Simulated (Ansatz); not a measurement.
# CuO (F-43m) in Ansatz: settings compared

One crystal, CuO, is run at these levels: LDA, LDA+U; tasks: phonons, band structure.

Program: Ansatz 0.2.0. These are calculated values, not measurements. Logs are shortened: lines on timing, memory, paths and dates and some standing lists are left out, and cuts for length are marked.

## 1. The crystal as given

It takes space group F-43m (No. 216, cubic). Conventional cell: a = 4.655 Å, b = 4.655 Å, c = 4.655 Å, α = 90.00°, β = 90.00°, γ = 90.00°. Cu (site symmetry -43m) has 4 O at 2.02 Å as nearest neighbours. Around O (site symmetry -43m) lie 4 Cu at 2.02 Å.

Measurements of this composition are mostly on another form, of space group No. 15.

## 2. Phonons, LDA

Input file input.yaml:

```yaml
crystal:
  lattice:
    - [0.0, 2.32725273, 2.32725273]
    - [2.32725273, 0.0, 2.32725273]
    - [2.32725273, 2.32725273, 0.0]
  atoms:
    - { symbol: Cu, position: [0.0, 0.0, 0.0] }
    - { symbol: O, position: [0.25, 0.25, 0.25] }
hamiltonian:
  xc: lda
  pseudopotentials: { kind: paw }
kpoints:
  mp_grid: { grid: [8, 8, 8] }
scf:
  occupations: { method: fermi_dirac, width: 0.05 }
phonons:
  method: dfpt
  qmesh: [2, 2, 2]
  temperatures: { t_max: 1000, t_step: 100 }
  qpath:
    path:
      - [[0.0, 0.0, 0.0], [0.5, 0.0, 0.5], [0.5, 0.25, 0.75], [0.375, 0.375, 0.75], [0.0, 0.0, 0.0], [0.5, 0.5, 0.5], [0.625, 0.25, 0.625], [0.5, 0.25, 0.75], [0.5, 0.5, 0.5], [0.375, 0.375, 0.75]]
      - [[0.625, 0.25, 0.625], [0.5, 0.0, 0.5]]
    npoints: 8
```

Potentials or basis: Ansatz PAW.

Command:

```console
ansatz run input.yaml --threads 2 --pin off --max-ram 5632MiB --backend cpu --events-out ev --progress --plain --runs-dir out
```

The log of the run:

```text
Warning: RAYON_NUM_THREADS=2 ignored (pool sized by the plan → 2); use --threads N
Engine: ansatz 0.2.0, aarch64-unknown-linux-gnu
Pseudopotentials: kind: paw
Pseudopotential: Cu, paw, valence charge 19, recommended cutoff 420 eV (normal), Cu.paw.azcp
Pseudopotential: O, paw, valence charge 6, recommended cutoff 420 eV (normal), O.paw.azcp
Functional definition: SPW92
  exchange = slater_x
  correlation = pw_c
Crystal: 2 atoms, lattice volume = 25.209 Å³
Basis set: ecut = 420 eV, 531 PW (Γ), exchange–correlation on 48×48×48 points (8 copies of the dense FFT grid, shifted against one another)
Bands: 17, of which v1, the nominal top of the filled ones, is band 13 counted from 1 (12 counted from 0)
Symmetry: 24 space group operations
k-points: 29 of 512 (time reversal used)
Non-local potential: Cu, projectors of the file, l = 0: 3, l = 1: 2, l = 2: 3, l = 3: 1
Non-local potential: O, projectors of the file, l = 0: 2, l = 1: 2, l = 2: 1
PAW form: soft (Blöchl's): semilocal exchange-correlation on the pseudo side does not see the compensation charge
PAW frozen core: Cu, regenerated for the run's functional, and the local potential with it (the file was generated under x = pbe(κ = 0.804, μ = 0.2195149727645171), c = pbe(β = 0.06672455060314922))
PAW frozen core: O, regenerated for the run's functional, and the local potential with it (the file was generated under x = pbe(κ = 0.804, μ = 0.2195149727645171), c = pbe(β = 0.06672455060314922))
PAW one-centre angular grid: Cu, 590 points (default); XC on 64 Gauss nodes
PAW one-centre angular grid: O, 110 points (default); XC on 64 Gauss nodes
Initial density: superposition of atomic densities (neutral atoms: chi_scale 0, normalization atom), corrected by the library's trained network
Initial wavefunctions: pseudopotential atomic-orbital guess
Functional: x = slater, c = lda
SCF iter   1: F=—  HF=-7109.067979 eV  |F-HF|=—  |Δ(HF+E_count)|=         —  Δρ=2.19e-2  dr2=7.48e-2  ethr=1.77e-3  ⟨swp⟩=5.9  Hψ=2216  notcnv=0
preconditioner: auto → LDOS  [metal: Δε(μ)=0.039 eV  Ē_g=12.957 eV  σ=0.050 eV  W_gap=0.19  n_scr=14 (ndim 8)  ℏωp=30.5 eV  f_vac=0.108  D(μ)=2.52/eV (n_scr^D=26)  β→1.0]
SCF iter   2: F=—  HF=-7109.078873 eV  |F-HF|=—  |Δ(HF+E_count)|=   1.09e-2  Δρ=2.60e-2  dr2=8.23e-2  ethr=2.99e-4  ⟨swp⟩=2.2  Hψ=1228  notcnv=0
SCF iter   3: F=—  HF=-7109.046660 eV  |F-HF|=—  |Δ(HF+E_count)|=   3.22e-2  Δρ=3.43e-3  dr2=1.28e-3  ethr=2.99e-4  ⟨swp⟩=2.2  Hψ=851  notcnv=0
SCF iter   4: F=—  HF=-7109.046198 eV  |F-HF|=—  |Δ(HF+E_count)|=   4.62e-4  Δρ=3.05e-4  dr2=1.42e-5  ethr=5.11e-6  ⟨swp⟩=2.2  Hψ=856  notcnv=0
SCF iter   5: F=—  HF=-7109.046191 eV  |F-HF|=—  |Δ(HF+E_count)|=   7.36e-6  Δρ=3.47e-5  dr2=2.04e-7  ethr=5.68e-8  ⟨swp⟩=2.3  Hψ=726  notcnv=0
SCF iter   6: F=—  HF=-7109.046204 eV  |F-HF|=—  |Δ(HF+E_count)|=   1.36e-5  Δρ=9.75e-6  dr2=1.76e-8  ethr=8.17e-10  ⟨swp⟩=2.3  Hψ=694  notcnv=0
SCF iter   7: F=—  HF=-7109.046204 eV  |F-HF|=—  |Δ(HF+E_count)|=   2.21e-9  Δρ=5.99e-6  dr2=6.27e-9  ethr=7.04e-11  ⟨swp⟩=1.0  Hψ=493  notcnv=0
SCF iter   8: F=—  HF=-7109.046204 eV  |F-HF|=—  |Δ(HF+E_count)|=  9.98e-10  Δρ=2.71e-6  dr2=1.36e-9  ethr=2.51e-11  ⟨swp⟩=1.0  Hψ=493  notcnv=0
SCF iter   9: F=-7109.046204 eV  HF=-7109.046204 eV  |F-HF|=4.55e-12  |Δ(HF+E_count)|=  2.27e-10  Δρ=2.04e-7  dr2=6.86e-12  ethr=1.00e-12  ⟨swp⟩=4.6  Hψ=2313  notcnv=0
SCF 1 converged in 9 iterations: F = -7109.046204 eV  dr2 = 6.86e-12
phonons: the bands overlap, so this run is a metal and interpolates without the dipole-dipole term. If the crystal is really an insulator or semiconductor, its LO-TO splitting is missing
NSCF: frozen V_eff on 29 k-points
NSCF: frozen V_eff on 59 k-points
DFPT response loops at q = (0, 0, 0) (fractional): preconditioner auto → Kerker (q_TF=auto, 2.725 Å⁻¹) (partly filled bands, converged f_vac=0.098); β = 1.00, the filter's whole step (`scf.mixing.beta` (0.50) is not read by the response loops under this deck's `scf.mixing.preconditioner`; to damp them name `kerker` or `kerker_dos`, under which they read `scf.mixing.beta`, and type it under 1.00, their step now; both keys bind the ground state too); Broyden in place of MSR1
NSCF: frozen V_eff on 300 k-points
DFPT response loops at q = (0, 0, -0.5) (fractional): mixed as the last ones told, above
NSCF: frozen V_eff on 190 k-points
DFPT response loops at q = (0, -0.5, -0.5) (fractional): mixed as the last ones told, above
SCF converged after 9 iterations
Free energy (F): -7109.046204 eV
Harris-Foulkes:  -7109.046204 eV  (|F-HF|=4.55e-12)
Internal energy: -7109.025371 eV  (E = F + TS)
E sigma→0 (E₀):  -7109.035787 eV
Entropy (-TS):   -0.020834 eV (-10.417 meV/atom)
Fermi energy:    7.859646 eV
--- Per-component energies (eV) ---
  E_band       = -512.441345
  E_kinetic    = 466.070205
  E_local      = -5318.174415  (includes V_loc(G=0)·N_el)
  E_nonlocal   = 445.705772
  E_hartree    = 2292.363415
  E_xc         = -158.029854
  E_vxc        = -204.102788  (∫ρ·V_xc dr)
  E_paw        = -1739.119927  (= ΣΔE_a)
  E_vpaw       = -486.669548  (= ΣTr[D̂ρ^β])
  E_aug_tail   = 0.002767  (compensation charges beyond the density's cutoff)
  E_ewald      = -3098.389916
  E_core_change = 0.546582  (= ΣΔE_core)
  E_smearing   = -0.020834  (= −TS)
  E_closure    = -0.000000  (closes the sum)
  Σ components = -7109.046204   (vs F -7109.046204, Δ=0.00e0)
--- Band table (eV; the first three rows and the last of 29) ---
  k-point 0: bands = ["-103.2260", "-61.0407", "-61.0407", "-61.0407", "-10.1438", "3.4503", "3.4503", "3.4503", "6.0278", "6.0278", "8.5795", "8.5795", "8.5795", "8.6458", "21.4394", "21.4394", "21.4394"]
  k-point 1: bands = ["-103.2259", "-61.0414", "-61.0408", "-61.0408", "-10.0629", "3.2254", "3.4928", "3.4928", "6.0149", "6.0149", "7.9254", "8.4898", "8.4898", "9.5942", "20.1734", "21.5455", "21.5455"]
  k-point 2: bands = ["-103.2258", "-61.0430", "-61.0411", "-61.0411", "-9.8621", "2.8062", "3.5891", "3.5891", "6.0134", "6.0134", "7.1801", "8.2555", "8.2555", "11.0137", "18.0730", "21.5668", "21.5668"]
  k-point 28: bands = ["-103.2256", "-61.0441", "-61.0436", "-61.0425", "-9.3874", "3.0304", "3.3285", "4.0961", "5.8637", "5.9441", "6.3283", "6.4646", "7.3116", "15.2058", "16.7689", "18.4313", "19.0074"]
--- Phonons (Γ-DFPT): 2 representative perturbations + reference (Σ response iterations 7) ---
  ASR residual: 1.062e-4 → 0.000e0 eV/Å²; symmetrization residual: 8.257e-7 eV/Å²
  ASR residual per site (eV/Å²): 7.39e-5 1.06e-4
  Γ frequencies (cm⁻¹): 0.00 0.00 0.00 195.16 195.16 195.16
--- Phonons (arbitrary-q DFPT): 3 irreducible q on the 2×2×2 mesh ---
  q = [0.0000, 0.0000, 0.0000] (star 1, of the zone-centre solve; hermiticity 9.22e-7, symmetrization 4.74e-12): -0.00 -0.00 0.00 195.16 195.16 195.16
  q = [0.0000, 0.0000, -0.5000] (star 4, 2 solved perturbations on 150 of 512 k-point pairs; hermiticity 8.02e-7, symmetrization 1.98e-12): 77.07 77.07 172.32 261.50 261.50 377.16
  q = [0.0000, -0.5000, -0.5000] (star 3, 4 solved perturbations in 308 linear systems a pass and spin channel, the states on 95 of 512 k-point pairs; hermiticity 9.77e-7, symmetrization 6.17e-13): 76.85 76.85 174.23 312.63 312.63 318.96
  sum rule: each row above includes the acoustic sum rule's correction from the zone centre's row sums; it moved no ω² by more than (1.34 cm⁻¹)²
  mesh force constants: q→R imaginary residual 3.57e-18; ASR residual 1.062e-4 → 0.000e0 eV/Å²; symmetrization residual 3.109e-15 eV/Å²
  interpolated dispersion: 82 rows × 6 modes
  density of states and harmonic sums: on the 24×24×24 q-mesh, interpolated from the force constants of a 2×2×2 supercell (no non-analytic term)
  largest difference from the sums on the solved wave vectors: F 5.93e-2 eV, S 9.16e-5 and C_V 3.23e-5 eV/K
  zero-point energy: 0.074532 eV/cell   skipped modes (ω ≤ 0): 3   left out of the sums: 3.62e-5 of the cell's modes: C_V's classical limit lies that fraction below 3 k_B per atom; for a crystal, a wire or a layer, F and S can be off by more, and a phonons.interpolated_qmesh denser along its periods is the remedy for the sampling
```

Wall time 18 s (2 threads of Arm Neoverse V1, shared host); peak memory 0.43 GiB.

Results:

```
Free energy              : -7109.0462 eV
Band gap on the k mesh   : none (metal or under the smearing width)
Highest phonon frequency : 377 cm⁻¹
```

Phonon frequencies in cm⁻¹ (negative: imaginary):
```
                q point            frequencies
  (0.000, 0.000, 0.000)      0 0 0 195 195 195
 (0.000, 0.000, -0.500)  77 77 172 262 262 377
(0.000, -0.500, -0.500)  77 77 174 313 313 319
```

Caveat: the q mesh is small, so phonon branches between its points and thermal values are rough; an odd number of electrons without spin polarisation forces a metal; a magnetic or distorted state may lie lower; the run has no spin polarisation, though such a crystal can be magnetic; semilocal functionals often make such compounds metallic where correlation or magnetic order opens a gap, which also shifts bond lengths; the PAW data sets come from PBE, with cores solved anew for the run's functional, which leaves a small shift of forces and pressure.

## 3. Band structure, LDA+U

Edit input.yaml of step 2 so:

```diff
@@ -11,11 +11,6 @@
   pseudopotentials: { kind: paw }
+  hubbard: { sites: [{ species: Cu, l: d, u_eff: 5.3 }] }
 kpoints:
-  mp_grid: { grid: [8, 8, 8] }
-scf:
-  occupations: { method: fermi_dirac, width: 0.05 }
-phonons:
-  method: dfpt
-  qmesh: [2, 2, 2]
-  temperatures: { t_max: 1000, t_step: 100 }
-  qpath:
+  mp_grid: { grid: [10, 10, 10] }
+  band_path:
     path:
@@ -23,2 +18,14 @@
       - [[0.625, 0.25, 0.625], [0.5, 0.0, 0.5]]
-    npoints: 8
+    npoints: 14
+scf:
+  occupations: { method: fermi_dirac, width: 0.05 }
+  n_extra_bands: 6
+output:
+  forces: true
+  stress: true
+  eigenvalues: true
+  fatbands: false
+  write_density: true
+  write_potential: true
+  elf: true
+  volumetric_format: npy
```

Potentials or basis: Ansatz PAW.

Command:

```console
ansatz run input.yaml --threads 2 --pin off --max-ram 5632MiB --backend cpu --events-out ev --progress --plain --runs-dir out
```

It took 3.6 s on 2 threads of Arm Neoverse V1, shared host; peak memory 0.29 GiB.

Results (log left out):

| Item | Value |
| --- | --- |
| Free energy | -7107.8036 eV |
| Pressure | -17.6 GPa |
| Band gap on the k mesh | none (metal or under the smearing width) |

Levels at the corners of the path, in eV from the Fermi level:
```csv
point,band 11,band 12,band 13,band 14,band 15,band 16
Γ,0.81,0.81,0.81,1.68,14.57,14.57
X,-1.72,-1.25,-1.25,6.63,9.91,12.02
W,-2.28,-1.99,-0.74,8.29,9.81,11.38
K,-2.13,-1.31,-0.76,7.85,9.49,10.91
Γ,0.81,0.81,0.81,1.68,14.57,14.57
L,-2.27,0.01,0.01,6.57,8.28,14.29
U,-2.13,-1.31,-0.76,7.85,9.49,10.91
W,-2.28,-1.99,-0.74,8.29,9.81,11.38
L,-2.27,0.01,0.01,6.57,8.28,14.29
K,-2.13,-1.31,-0.76,7.85,9.49,10.91
U,-2.13,-1.31,-0.76,7.85,9.49,10.91
X,-1.72,-1.25,-1.25,6.63,9.91,12.02
```

Eigenvalues of the final occupation matrices:
| site | spin | trace | eigenvalues |
| --- | --- | --- | --- |
| site 1 | 1 | 4.79 | 0.94 0.94 0.94 0.99 0.99 |

Caveat: the pressure holds a Pulay correction of +0.8 GPa for the finite cutoff; an odd number of electrons without spin polarisation forces a metal; a magnetic or distorted state may lie lower; the run has no spin polarisation, though such a crystal can be magnetic; U without spin polarisation on a metal has little footing; the PAW data sets come from PBE, with cores solved anew for the run's functional, which leaves a small shift of forces and pressure.
